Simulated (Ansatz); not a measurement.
**AlN: phonons and Grüneisen parameters, part 1 of 2**

Aim: phonons by finite displacements on a 1×1×1 mesh of wavevectors, at three volumes, and the mode Grüneisen parameters. Runs: cell and atoms relaxed (PAW); volume scaled by 0.980, atoms relaxed (PAW); volume scaled by 1.020, atoms relaxed (PAW); reference run (PAW); volume scaled by 0.980 (PAW); volume scaled by 1.020 (PAW); mode Grüneisen parameters (PAW); linear response at the zone centre with the field response (PAW).

The COD entry's cell or inner coordinates are ideal or old and differ from later refinements, so a difference from it is no clean test against experiment.

Program: Ansatz 0.2.0. Level of theory: DFT PBEsol, frozen-core PAW, scalar-relativistic unless said. These are calculated values, not measurements.

1 further run of the same task is left out (set aside as unsound or not needed).

## Step 1: The structure to begin with

Symmetry: P6_3mc, No. 186, hexagonal system. Conventional cell: a = 3.113 Å, b = 3.113 Å, c = 4.981 Å, α = 90.00°, β = 90.00°, γ = 120.00°. Al (site symmetry 3m) has 4 N at 1.89 Å as nearest neighbours. N (site symmetry 3m) is surrounded by 4 Al at 1.89 Å.

As a file:

```
CELL_PARAMETERS angstrom
3.11300 0.00000 0.00000
-1.55650 2.69594 0.00000
0.00000 0.00000 4.98100
ATOMIC_POSITIONS crystal
Al 0.33333 0.66667 0.00000
Al 0.66667 0.33333 0.50000
N 0.33333 0.66667 0.38000
N 0.66667 0.33333 0.88000
```

Cartesian axes are those of the input's lattice vectors. The structure goes back to a database entry.

## Step 2: Cell and atoms relaxed, PAW

input.yaml reads:

```yaml
crystal:
  lattice:
    - [3.11300000001, 0.0, 0.0]
    - [-1.5565, 2.69593708199, 0.0]
    - [0.0, 0.0, 4.981]
  atoms:
    - { symbol: Al, position: [0.333333333333, 0.666666666667, 0.0] }
    - { symbol: Al, position: [0.666666666667, 0.333333333333, 0.5] }
    - { symbol: "N", position: [0.333333333333, 0.666666666667, 0.38] }
    - { symbol: "N", position: [0.666666666667, 0.333333333333, 0.88] }
kpoints:
  mp_grid: { grid: [10, 10, 6] }
scf:
  occupations: { method: fermi_dirac, width: 0.1 }
hamiltonian:
  xc: pbesol
  pseudopotentials: { kind: paw }
relax:
  f_tol: 0.002
  max_steps: 80
  cell: {}
output:
  forces: true
  stress: true
  write_density: true
  write_potential: true
  elf: true
  volumetric_format: npy
```

On the command line:

```
$ ansatz run input.yaml --threads 1 --pin off --max-ram 3072MiB --backend cpu --events-out ev --progress --plain --runs-dir out
```

Output (excerpt; [...] marks lines left out):

```text
[...]
Pseudopotentials: kind: paw
Pseudopotential: Al, paw, valence charge 3, recommended cutoff 420 eV (normal), Al.paw.azcp
Pseudopotential: N, paw, valence charge 5, recommended cutoff 420 eV (normal), N.paw.azcp
Functional definition: PBEsol
[...]
Crystal: 4 atoms, lattice volume = 41.803 Å³
Basis set: ecut = 420 eV, 809 PW (Γ), exchange–correlation on 48×48×72 points (8 copies of the dense FFT grid, shifted against one another)
Bands: 12, of which v1, the nominal top of the filled ones, is band 8 counted from 1 (7 counted from 0)
Symmetry: 12 space group operations
Space group: P63mc (ITA 186), of the structure as read, at distance tolerance 3.5e-5 Å
k-points: 56 of 600 (time reversal used)
[...]
SCF iter   1: F=—  HF=-1811.929279 eV  |F-HF|=—  |Δ(HF+E_count)|=         —  Δρ=1.04e-2  dr2=4.80e-2  ethr=1.77e-3  ⟨swp⟩=5.3  Hψ=4301  notcnv=0
[...]
relax step   1: F+E_penalty+E_count = -1811.91531433 eV  Δ(F+E_penalty+E_count) = +0.000e0 eV  max|allowed force component| = 1.304e-1 eV/Å  Δτ_max = 0.0000 Å  P = +0.248 GPa  Ω = 41.803 Å³  (6 SCF iters, accepted)
[...]
relax step   2: F+E_penalty+E_count = -1811.91586038 eV  Δ(F+E_penalty+E_count) = -5.460e-4 eV  max|allowed force component| = 9.554e-2 eV/Å  Δτ_max = 0.0012 Å  P = +0.118 GPa  Ω = 41.827 Å³  energy of the carried Pulay correction = -7.702e-5 eV  (6 SCF iters, dr2 threshold 4.00e-7 eV, accepted)
[...]
relax step   3: F+E_penalty+E_count = -1811.91659184 eV  Δ(F+E_penalty+E_count) = -7.315e-4 eV  max|allowed force component| = 3.489e-4 eV/Å  Δτ_max = 0.0037 Å  P = +0.128 GPa  Ω = 41.819 Å³  energy of the carried Pulay correction = -5.329e-5 eV  (6 SCF iters, dr2 threshold 4.00e-7 eV, accepted)
[...]
SCF iter   1: F=—  HF=-1811.916676 eV  |F-HF|=—  |Δ(HF+E_count)|=         —  Δρ=1.32e-4  dr2=8.14e-6  ethr=4.84e-8  ⟨swp⟩=1.8  Hψ=4289  notcnv=0
[...]
```

## Step 3: More of the same log: cell and atoms relaxed by PAW

The log, continued (excerpt; [...] marks lines left out):

```text
SCF iter   2: F=—  HF=-1811.916526 eV  |F-HF|=—  |Δ(HF+E_count)|=   1.50e-4  Δρ=2.60e-5  dr2=2.84e-7  ethr=4.84e-8  ⟨swp⟩=2.0  Hψ=996  notcnv=0
[...]
relax step   4: F+E_penalty+E_count = -1811.91652593 eV  Δ(F+E_penalty+E_count) = +6.592e-5 eV  max|allowed force component| = 1.476e-4 eV/Å  Δτ_max = 0.0001 Å  P = +0.008 GPa  Ω = 41.843 Å³  energy of the carried Pulay correction = -1.291e-4 eV  (6 SCF iters, accepted)
[...]
relax step   5: F+E_penalty+E_count = -1811.91667240 eV  Δ(F+E_penalty+E_count) = -1.465e-4 eV  max|allowed force component| = 1.899e-4 eV/Å  Δτ_max = 0.0000 Å  P = +0.014 GPa  Ω = 41.843 Å³  stress off target by 4.16e-2 GPa  SCF on the basis re-selected at this cell (its energy is not [...]
SCF converged after 8 iterations
Free energy (F): -1811.916672 eV
[...]
E sigma→0 (E₀):  -1811.916672 eV
Fermi energy:    9.202733 eV
[...]
--- Band table (eV; the first three rows and the last of 56) ---
  k-point 0: bands = ["-8.1117", "-5.9356", "0.9972", "6.1623", "6.1623", "6.8172", "6.8172", "7.0428", "11.1369", "13.5804", "17.5289", "18.0544"]
[...]
--- Relaxed structure (4 steps of the walk, 4 accepted, 1 SCFs on fresh bases) ---
  F+E_penalty+E_count = -1811.91667240 eV   max|allowed force component| = 1.899e-4 eV/Å   (the final SCF, on the basis selected at the relaxed cell)
  cell:  # Å, volume = 41.8425 Å³
    - [3.1139008388382527, -2.8874825884783475e-12, -3.4549979740641956e-34]
    - [-1.5569504194166255, 2.6967172313010437, -2.386660534375546e-34]
    - [2.7641093653676836e-34, -7.500525934148766e-34, 4.982849985289275]
  atoms:
    - { symbol: Al, position: [0.3333333333333335, 0.6666666666666669, -0.0010110921144854327] }
    - { symbol: Al, position: [0.6666666666666669, 0.3333333333333334, 0.49898890788551464] }
    - { symbol: N, position: [0.3333333333333335, 0.6666666666666669, 0.38101109211448553] }
    - { symbol: N, position: [0.6666666666666669, 0.3333333333333334, 0.8810110921144856] }
```

Run time: 4.2 s. Hardware: 1 thread of AMD EPYC 9R45 (Zen 5), shared host; peak memory 0.38 GiB.

The steps of the relaxation:

```
step  energy from step 1 (eV/cell)  largest force component (eV/Å)  pressure (GPa)  volume (Å³)
   1                        0.0000                          0.1304            0.25        41.80
   2                       -0.0005                          0.0955            0.12        41.83
   3                       -0.0013                          0.0003            0.13        41.82
   4                       -0.0012                          0.0001            0.01        41.84
   5                       -0.0014                          0.0002            0.01        41.84
```

Step 1 is the start. Step 5 repeats the geometry before on a plane-wave basis chosen anew for that cell, so the energy can jump there without any move; the table keeps such jumps.

| input's cell | before | after | change |
| --- | --- | --- | --- |
| a (Å) | 3.113 | 3.114 | +0.0 % |
| b (Å) | 3.113 | 3.114 | +0.0 % |
| c (Å) | 4.981 | 4.983 | +0.0 % |
| volume (Å³/atom) | 10.45 | 10.46 | +0.1 % |

The largest move, 0.01 Å, apart from the change of the cell, is shared by several atoms, N4 among them.

## Step 4: Volume scaled by 0.980, atoms relaxed, PAW

input.yaml reads:

```yaml
crystal:
  lattice:
    - [3.09300154578, 0.0, 0.0]
    - [-1.54650077289, 2.67861791259, 0.0]
    - [0.0, 0.0, 4.94940703142]
  atoms:
    - { symbol: Al, position: [0.333333333333, 0.666666666667, -0.001011092114] }
    - { symbol: Al, position: [0.666666666667, 0.333333333333, 0.498988907886] }
    - { symbol: "N", position: [0.333333333333, 0.666666666667, 0.381011092114] }
    - { symbol: "N", position: [0.666666666667, 0.333333333333, 0.881011092114] }
kpoints:
  mp_grid: { grid: [8, 8, 4] }
scf:
  occupations: { method: fixed }
hamiltonian:
  xc: pbesol
  pseudopotentials: { kind: paw }
relax:
  f_tol: 0.002
  max_steps: 80
output:
  forces: true
  stress: true
```

On the command line:

```
$ ansatz run input.yaml --threads 1 --pin off --max-ram 3072MiB --backend cpu --events-out ev --progress --plain --runs-dir out
```

Output (excerpt; [...] marks lines left out):

```text
Warning: output.stress: scf.convergence.dr2_threshold = 4e-9 eV (the default of a walk held to its f_tol) is looser than the 4e-10 eV advised for a printed stress (1e-10 eV for each atom of the cell: 4). What an SCF threshold leaves in a stress goes as its square root, and in the free [...]
[... 4 set-up lines as earlier in the session ...]
[...]
Crystal: 4 atoms, lattice volume = 41.006 Å³
Basis set: ecut = 420 eV, 785 PW (Γ), exchange–correlation on 48×48×72 points (8 copies of the dense FFT grid, shifted against one another)
Bands: 12, of which v1, the nominal top of the filled ones, is band 8 counted from 1 (7 counted from 0)
[... 1 set-up line as earlier in the session ...]
Space group: P63mc (ITA 186), of the structure as read, at distance tolerance 3.4e-5 Å
k-points: 30 of 256 (time reversal used)
[...]
SCF converged after 3 iterations
Free energy (F): -1811.905621 eV
[...]
E sigma→0 (E₀):  -1811.905621 eV
Fermi energy:    7.261077 eV
[...]
--- Forces (eV/Å), atoms counted from 1 ---
  atom   1  Al    -0.00000000     0.00000000    -0.00000378
  atom   2  Al    -0.00000000    -0.00000000    -0.00000378
  atom   3  N      0.00000000    -0.00000000     0.00000765
  atom   4  N     -0.00000000     0.00000000     0.00000765
[...]
--- Stress (GPa, compression-positive) ---
        4.349426       0.000000       0.000000
       -0.000000       4.349426       0.000000
        0.000000       0.000000       4.002524
  P = ⅓ Tr σ = 4.2338 GPa (42.338 kbar)
--- Relaxed structure (3 steps of the walk, 3 accepted, 0 SCFs on fresh bases) ---
  F+E_penalty+E_count = -1811.90562053 eV   max|allowed force component| = 5.714e-6 eV/Å
  atoms:
    - { symbol: Al, position: [0.33333333333333337, 0.6666666666666667, -0.0010741160960683134] }
    - { symbol: Al, position: [0.6666666666666667, 0.33333333333333337, 0.49892588390393167] }
    - { symbol: N, position: [0.33333333333333337, 0.6666666666666667, 0.38107411609606834] }
    - { symbol: N, position: [0.6666666666666667, 0.33333333333333337, 0.8810741160960682] }
```

It took 1.1 s on 1 thread of AMD EPYC 9R45 (Zen 5), shared host; peak memory 0.36 GiB.

Relaxation path:

```csv
step,energy from step 1 (eV/cell),largest force component (eV/Å)
1,0.0000,0.0082
2,0.0000,0.0061
3,0.0000,0.0000
```

Step 1 is the start.

## Step 5: Volume scaled by 1.020, atoms relaxed, PAW

input.yaml: that of step 4 with these lines changed.

```diff
@@ -2,5 +2,5 @@
   lattice:
-    - [3.09300154578, 0.0, 0.0]
-    - [-1.54650077289, 2.67861791259, 0.0]
-    - [0.0, 0.0, 4.94940703142]
+    - [3.13452329969, 0.0, 0.0]
+    - [-1.56726164984, 2.71457680629, 0.0]
+    - [0.0, 0.0, 5.01584995352]
   atoms:
@@ -23 +23,5 @@
   stress: true
+  write_density: true
+  write_potential: true
+  elf: true
+  volumetric_format: npy
```

On the command line:

```
$ ansatz run input.yaml --threads 1 --pin off --max-ram 3072MiB --backend cpu --events-out ev --progress --plain --runs-dir out
```

Output (excerpt; [...] marks lines left out):

```text
Warning: output.stress: scf.convergence.dr2_threshold = 4e-9 eV (the default of a walk held to its f_tol) is looser than the 4e-10 eV advised for a printed stress (1e-10 eV for each atom of the cell: 4). What an SCF threshold leaves in a stress goes as its square root, and in the free [...]
[... 4 set-up lines as earlier in the session ...]
[...]
Crystal: 4 atoms, lattice volume = 42.679 Å³
Basis set: ecut = 420 eV, 833 PW (Γ), exchange–correlation on 48×48×72 points (8 copies of the dense FFT grid, shifted against one another)
Bands: 12, of which v1, the nominal top of the filled ones, is band 8 counted from 1 (7 counted from 0)
[... 2 set-up lines as earlier in the session ...]
k-points: 30 of 256 (time reversal used)
[...]
  atom   1  Al     0.00000000    -0.00000000    -0.00000758
  atom   2  Al    -0.00000000     0.00000000    -0.00000758
  atom   3  N     -0.00000000     0.00000000     0.00000653
  atom   4  N      0.00000000    -0.00000000     0.00000653
[...]
--- Stress (GPa, compression-positive) ---
       -3.944959      -0.000000       0.000000
       -0.000000      -3.944959       0.000000
        0.000000       0.000000      -3.560820
  P = ⅓ Tr σ = -3.8169 GPa (-38.169 kbar)
--- Band table (eV; the first three rows and the last of 30) ---
  k-point 0: bands = ["-8.2022", "-6.0871", "0.8768", "5.9641", "5.9641", "6.6136", "6.6136", "6.8314", "10.7572", "13.2018", "17.1608", "17.7045"]
[...]
--- Relaxed structure (3 steps of the walk, 3 accepted, 0 SCFs on fresh bases) ---
  F+E_penalty+E_count = -1811.90649849 eV   max|allowed force component| = 7.056e-6 eV/Å
  atoms:
    - { symbol: Al, position: [0.33333333333333337, 0.6666666666666667, -0.0009421688252467236] }
    - { symbol: Al, position: [0.6666666666666667, 0.33333333333333337, 0.4990578311747532] }
    - { symbol: N, position: [0.33333333333333337, 0.6666666666666667, 0.38094216882524673] }
    - { symbol: N, position: [0.6666666666666667, 0.33333333333333337, 0.8809421688252468] }
```

Run time: 1.3 s. Hardware: 1 thread of AMD EPYC 9R45 (Zen 5), shared host; peak memory 0.38 GiB.

Step by step:

| step | energy from step 1 (eV/cell) | largest force component (eV/Å) |
| --- | --- | --- |
| 1 | 0.0000 | 0.0081 |
| 2 | 0.0000 | 0.0060 |
| 3 | 0.0000 | 0.0000 |

Step 1 is the start.

## Step 6: Reference run, PAW

input.yaml reads:

```yaml
crystal:
  lattice:
    - [3.11390083884, 0.0, 0.0]
    - [-1.55695041942, 2.6967172313, 0.0]
    - [0.0, 0.0, 4.98284998529]
  atoms:
    - { symbol: Al, position: [0.333333333333, 0.666666666667, -0.001011092114] }
    - { symbol: Al, position: [0.666666666667, 0.333333333333, 0.498988907886] }
    - { symbol: "N", position: [0.333333333333, 0.666666666667, 0.381011092114] }
    - { symbol: "N", position: [0.666666666667, 0.333333333333, 0.881011092114] }
kpoints:
  mp_grid: { grid: [8, 8, 4] }
scf:
  occupations: { method: fixed }
hamiltonian:
  xc: pbesol
  pseudopotentials: { kind: paw }
phonons:
  supercell: [1, 1, 1]
```

On the command line:

```
$ ansatz run input.yaml --threads 1 --pin off --max-ram 3072MiB --backend cpu --events-out ev --progress --plain --runs-dir out
```

Output (excerpt; [...] marks lines left out):

```text
[...]
[... 4 set-up lines as earlier in the session ...]
[...]
Crystal: 4 atoms, lattice volume = 41.843 Å³
Basis set: ecut = 420 eV, 809 PW (Γ), exchange–correlation on 48×48×72 points (8 copies of the dense FFT grid, shifted against one another)
Bands: 12, of which v1, the nominal top of the filled ones, is band 8 counted from 1 (7 counted from 0)
[... 1 set-up line as earlier in the session ...]
k-points: 30 of 256 (time reversal used)
[...]
SCF iter   1: F=—  HF=-1811.930585 eV  |F-HF|=—  |Δ(HF+E_count)|=         —  Δρ=1.04e-2  dr2=4.80e-2  ethr=1.77e-3  ⟨swp⟩=4.9  Hψ=1997  notcnv=0  defer=53
[...]
Symmetry: 2 space group operations
[...]
  atom   4  N     -0.00000000    -0.00000000    -0.00023572
[...]
--- Band table (eV; the first three rows and the last of 30) ---
  k-point 0: bands = ["-8.1117", "-5.9356", "0.9972", "6.1624", "6.1624", "6.8172", "6.8172", "7.0428", "11.1370", "13.5804", "17.5289", "18.0544"]
[...]
--- Phonons: 4 displaced members + reference (amplitude 0.0025 Å, Σ member SCF iterations 26) ---
  symmetry images taken by strict's conditions (phonons.symmetry_images: auto; settled by no image being taken that strict refuses)
  ASR residual: 4.692e-4 → 0.000e0 eV/Å²; symmetrization residual: 1.849e-4 eV/Å²
  largest component of a force at the reference: 2.4e-4 eV/Å
  ASR residual per site (eV/Å²): 4.69e-4 4.69e-4 3.85e-4 3.85e-4
  Γ frequencies (cm⁻¹): 0.00 0.00 0.00 235.02 235.02 541.74 605.37 650.92 650.92 662.30 662.30 712.29
  density of states and harmonic sums: on the 23×23×13 q-mesh, interpolated from the force constants of a 1×1×1 supercell (no non-analytic term)
  largest difference from the sums on the solved wave vectors: F 2.17e-1 eV, S 4.76e-4 and C_V 2.58e-4 eV/K
[...]
```

Wall time 4.3 s (1 thread of AMD EPYC 9R45 (Zen 5), shared host); peak memory 0.41 GiB.

Wavenumbers in cm⁻¹ (negative: unstable):

```csv
q,modes
Γ,0.0 0.0 0.0 235.0 235.0 541.7 605.4 650.9 650.9 662.3 662.3 712.3
```

## Step 7: Volume scaled by 0.980, PAW

input.yaml reads:

```yaml
crystal:
  lattice:
    - [3.09300154578, 0.0, 0.0]
    - [-1.54650077289, 2.67861791259, 0.0]
    - [0.0, 0.0, 4.94940703142]
  atoms:
    - { symbol: Al, position: [0.333333333333, 0.666666666667, -0.001074116096] }
    - { symbol: Al, position: [0.666666666667, 0.333333333333, 0.498925883904] }
    - { symbol: "N", position: [0.333333333333, 0.666666666667, 0.381074116096] }
    - { symbol: "N", position: [0.666666666667, 0.333333333333, 0.881074116096] }
kpoints:
  mp_grid: { grid: [8, 8, 4] }
scf:
  occupations: { method: fixed }
hamiltonian:
  xc: pbesol
  pseudopotentials: { kind: paw }
phonons:
  supercell: [1, 1, 1]
```

On the command line:

```
$ ansatz run input.yaml --threads 1 --pin off --max-ram 3072MiB --backend cpu --events-out ev --progress --plain --runs-dir out
```

Output (excerpt; [...] marks lines left out):

```text
[...]
[... 4 set-up lines as earlier in the session ...]
[...]
Crystal: 4 atoms, lattice volume = 41.006 Å³
Basis set: ecut = 420 eV, 785 PW (Γ), exchange–correlation on 48×48×72 points (8 copies of the dense FFT grid, shifted against one another)
Bands: 12, of which v1, the nominal top of the filled ones, is band 8 counted from 1 (7 counted from 0)
[... 1 set-up line as earlier in the session ...]
k-points: 30 of 256 (time reversal used)
[...]
SCF iter   1: F=—  HF=-1811.919629 eV  |F-HF|=—  |Δ(HF+E_count)|=         —  Δρ=1.05e-2  dr2=4.77e-2  ethr=1.77e-3  ⟨swp⟩=5.0  Hψ=2006  notcnv=0  defer=55
[...]
[... 1 set-up line as earlier in the session ...]
[...]
  atom   4  N     -0.00000000     0.00000000     0.00001324
[...]
--- Band table (eV; the first three rows and the last of 30) ---
  k-point 0: bands = ["-8.0177", "-5.7779", "1.1223", "6.3691", "6.3691", "7.0280", "7.0280", "7.2611", "11.5303", "13.9723", "17.9098", "18.4154"]
[...]
--- Phonons: 4 displaced members + reference (amplitude 0.0025 Å, Σ member SCF iterations 26) ---
  symmetry images taken by strict's conditions (phonons.symmetry_images: auto; settled by no image being taken that strict refuses)
  ASR residual: 4.831e-4 → 0.000e0 eV/Å²; symmetrization residual: 2.170e-4 eV/Å²
  largest component of a force at the reference: 1.4e-5 eV/Å
  ASR residual per site (eV/Å²): 4.49e-4 4.49e-4 4.83e-4 4.83e-4
  Γ frequencies (cm⁻¹): 0.00 0.00 0.00 234.50 234.50 552.04 622.49 672.83 672.83 682.27 682.27 728.23
  density of states and harmonic sums: on the 23×23×13 q-mesh, interpolated from the force constants of a 1×1×1 supercell (no non-analytic term)
  largest difference from the sums on the solved wave vectors: F 2.07e-1 eV, S 4.66e-4 and C_V 2.58e-4 eV/K
[...]
```

Wall time 4.2 s (1 thread of AMD EPYC 9R45 (Zen 5), shared host); peak memory 0.41 GiB.

Wavenumbers in cm⁻¹ (negative: unstable):

| q | modes |
| --- | --- |
| Γ | 0.0 0.0 0.0 234.5 234.5 552.0 622.5 672.8 672.8 682.3 682.3 728.2 |

## Step 8: Volume scaled by 1.020, PAW

input.yaml reads:

```yaml
crystal:
  lattice:
    - [3.13452329969, 0.0, 0.0]
    - [-1.56726164984, 2.71457680629, 0.0]
    - [0.0, 0.0, 5.01584995352]
  atoms:
    - { symbol: Al, position: [0.333333333333, 0.666666666667, -0.000942168825] }
    - { symbol: Al, position: [0.666666666667, 0.333333333333, 0.499057831175] }
    - { symbol: "N", position: [0.333333333333, 0.666666666667, 0.380942168825] }
    - { symbol: "N", position: [0.666666666667, 0.333333333333, 0.880942168825] }
kpoints:
  mp_grid: { grid: [8, 8, 4] }
scf:
  occupations: { method: fixed }
hamiltonian:
  xc: pbesol
  pseudopotentials: { kind: paw }
phonons:
  supercell: [1, 1, 1]
```

On the command line:

```
$ ansatz run input.yaml --threads 1 --pin off --max-ram 3072MiB --backend cpu --events-out ev --progress --plain --runs-dir out
```

Output (excerpt; [...] marks lines left out):

```text
[...]
[... 4 set-up lines as earlier in the session ...]
[...]
Crystal: 4 atoms, lattice volume = 42.679 Å³
Basis set: ecut = 420 eV, 833 PW (Γ), exchange–correlation on 48×48×72 points (8 copies of the dense FFT grid, shifted against one another)
Bands: 12, of which v1, the nominal top of the filled ones, is band 8 counted from 1 (7 counted from 0)
[... 1 set-up line as earlier in the session ...]
k-points: 30 of 256 (time reversal used)
[...]
SCF iter   1: F=—  HF=-1811.920445 eV  |F-HF|=—  |Δ(HF+E_count)|=         —  Δρ=1.03e-2  dr2=4.84e-2  ethr=1.77e-3  ⟨swp⟩=4.9  Hψ=1987  notcnv=0  defer=52
[...]
[... 1 set-up line as earlier in the session ...]
[...]
  atom   4  N      0.00000000    -0.00000000     0.00000638
[...]
--- Band table (eV; the first three rows and the last of 30) ---
  k-point 0: bands = ["-8.2022", "-6.0871", "0.8768", "5.9641", "5.9641", "6.6136", "6.6136", "6.8313", "10.7572", "13.2018", "17.1608", "17.7045"]
[...]
--- Phonons: 4 displaced members + reference (amplitude 0.0025 Å, Σ member SCF iterations 26) ---
  symmetry images taken by strict's conditions (phonons.symmetry_images: auto; settled by no image being taken that strict refuses)
  ASR residual: 4.833e-4 → 0.000e0 eV/Å²; symmetrization residual: 1.688e-4 eV/Å²
  largest component of a force at the reference: 6.4e-6 eV/Å
  ASR residual per site (eV/Å²): 4.83e-4 4.83e-4 3.24e-4 3.24e-4
  Γ frequencies (cm⁻¹): 0.00 0.00 0.00 235.39 235.39 531.42 588.98 629.78 629.78 643.04 643.04 697.26
  density of states and harmonic sums: on the 23×23×12 q-mesh, interpolated from the force constants of a 1×1×1 supercell (no non-analytic term)
  largest difference from the sums on the solved wave vectors: F 2.27e-1 eV, S 4.85e-4 and C_V 2.58e-4 eV/K
[...]
```

Run time: 4.4 s. Hardware: 1 thread of AMD EPYC 9R45 (Zen 5), shared host; peak memory 0.38 GiB.

Wavenumbers in cm⁻¹ (negative: unstable):

| q | modes |
| --- | --- |
| Γ | 0.0 0.0 0.0 235.4 235.4 531.4 589.0 629.8 629.8 643.0 643.0 697.3 |

## Step 9: Mode Grüneisen parameters, PAW

These follow from the three phonon runs above, mode by mode: γ = −d ln ω / d ln V.

```csv
q,wavenumber (cm⁻¹),γ
Γ,235.0 ×2,-0.10
Γ,541.7,0.95
Γ,605.4,1.38
Γ,650.9 ×2,1.65
Γ,662.3 ×2,1.48
Γ,712.3,1.09
```

(Continued in part 2 of 2.)
